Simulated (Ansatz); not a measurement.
EuS, space group Fm-3m, relaxations under a series of pressures

Computed with Ansatz 0.2.0, Python API.

Run as a notebook:

```python
import warnings

import ansatz as az
from ase import Atoms
import numpy as np
import pandas as pd
```

```python
def edges_and_angles(cell):
    cell = np.asarray(cell)
    a, b, c = np.linalg.norm(cell, axis=1)
    cosines = cell[1] @ cell[2] / (b * c), cell[0] @ cell[2] / (a * c), cell[0] @ cell[1] / (a * b)
    return (a, b, c, *np.degrees(np.arccos(cosines)))
```

```python
warnings.simplefilter('ignore', az.DeckWarning)
```

```python
atoms = Atoms(
    ['Eu', 'S'],
    scaled_positions=[
        [0.0, 0.0, 0.0],
        [0.5, 0.5, 0.5],
    ],
    cell=[
        [0.0, 2.9785, 2.9785],
        [2.9785, 0.0, 2.9785],
        [2.9785, 2.9785, 0.0],
    ],
    pbc=True,
)
atoms.set_initial_magnetic_moments([9.1, 0.0])
system = az.Crystal.from_ase(atoms)

model = (
    system.calculation()
    .kpoints(7, 7, 7, center='monkhorst-pack')
    .basis(380, density_ratio=4)
    .spin(az.SpinTreatment.COLLINEAR)
    .functional('pbesol')
    .scf(tolerance=1e-06, extra_bands=12)
    .occupations('cold', width=0.3)
)
```

```python
rows = []
for pressure in [0, 5, 10, 20]:
    done = model.relax(cell=True, pressure=pressure, force_tolerance=0.001).run(threads=1, backend='cpu')
    cell = done.lattice.cell_ang
    n_atoms = len(done.lattice.sites)
    volume = abs(np.linalg.det(cell)) / n_atoms
    enthalpy = done.report['free_energy_ev'] / n_atoms + pressure * volume / 160.21766
    rows.append((pressure, volume, enthalpy, *edges_and_angles(cell)))
    print(f'{pressure} GPa done: {volume:.4f} A^3/atom')
```

    0 GPa done: 23.3230 A^3/atom
    5 GPa done: 21.7609 A^3/atom
    10 GPa done: 20.5970 A^3/atom
    20 GPa done: 18.9473 A^3/atom

```python
table = pd.DataFrame(rows, columns=['P_GPa', 'V_A3_atom', 'H_eV_atom', 'a', 'b', 'c', 'alpha', 'beta', 'gamma'])
print(table.round(4).to_string(index=False))
p, v = np.array([row[0] for row in rows], float), np.array([row[1] for row in rows])
print('mean bulk modulus between rows (GPa):', np.round(-np.diff(p) / np.diff(np.log(v)), 1))
```

     P_GPa  V_A3_atom  H_eV_atom      a      b      c  alpha  beta  gamma
         0    23.3230 -4776.8562 4.0406 4.0406 4.0406   60.0  60.0   60.0
         5    21.7609 -4776.1544 3.9483 3.9483 3.9483   60.0  60.0   60.0
        10    20.5970 -4775.4945 3.8766 3.8766 3.8766   60.0  60.0   60.0
        20    18.9473 -4774.2640 3.7702 3.7702 3.7702   60.0  60.0   60.0
    mean bulk modulus between rows (GPa): [ 72.1  91.  119.8]

The volume falls from 23.32 Å³ an atom at 0 GPa to 18.95 at 20 GPa, by 18.8 %. Between 0 and 5 GPa, -V dP/dV is about 72 GPa, a mean over that step.

What to keep in mind:
- The settings weren't tested for convergence.
- The cutoff lies under the one recommended for these potentials.
- Open f shells: without a Hubbard U, without spin-orbit coupling; the state reached hangs on the start and needn't be the lowest.
- Without U the f states sit at the Fermi level and can close a real gap.
- Under the recommended cutoff a pressure can be off by several GPa, even in sign.
- At a fixed pressure a relaxation lowers the enthalpy F + PV, while F alone can rise.
- The mesh is modest for a metal, so energies can be off by several to tens of meV an atom and pressures by half a GPa or more; differences at equal mesh fare better.
- The program warned that this SCF threshold is loose for forces or stresses.
- Edges and angles are those of the cell as typed, here a primitive one, not of the conventional cell.
- Of the deposited cell: the entry's cell lengths or inner coordinates differ somewhat from later room-temperature determinations.
- The structure is a deposited one; some such entries were measured under pressure or heat, so a shift against it needn't be the functional's error alone.
- Symmetry holds the cell in this phase, whether or not it is the stable one at each pressure.
- The script silences the warnings on its input, which a real study should read.
- The whole script took 53 s on 1 thread of Arm Neoverse V1, with other jobs on the host, peak memory 0.47 GiB.
